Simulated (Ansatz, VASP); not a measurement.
**C in VASP and in Ansatz**

```
C
1.0
     2.46657    0.00000    0.00000
    -1.23329    2.13611    0.00000
     0.00000    0.00000    8.48812
C
4
Direct
  0.00000 0.00000 0.25000
  0.00000 0.00000 0.75000
  0.33333 0.66667 0.25000
  0.66667 0.33333 0.75000
```

Alike in both runs: task single point; functional PBE; k mesh 15 × 15 × 5; occupations fermi-dirac, width 0.05 eV; no spin polarisation.

|  | VASP | Ansatz |
| --- | --- | --- |
| version | VASP 6.6.1 | Ansatz 0.2.0 |
| potentials or method | VASP PAW PBE potentials, release 64 (C), cutoff 520 eV | all-electron LAPW, scalar-relativistic |

Ansatz gave:

| Quantity | Value |
| --- | --- |
| pressure (GPa) | 0.0 |
| largest component of the traceless stress (GPa) | 0.09 |

Task: What did VASP give for the same quantities?

Result: Pressure (GPa): 0.4; largest component of the traceless stress (GPa): 0.38.

Ansatz ran all-electron here, so the differences hold the error of VASP's frozen core and of both bases.

Caveats: this functional lacks dispersion, which binds the layers, so the pressure and a relaxed spacing across them are unreliable.
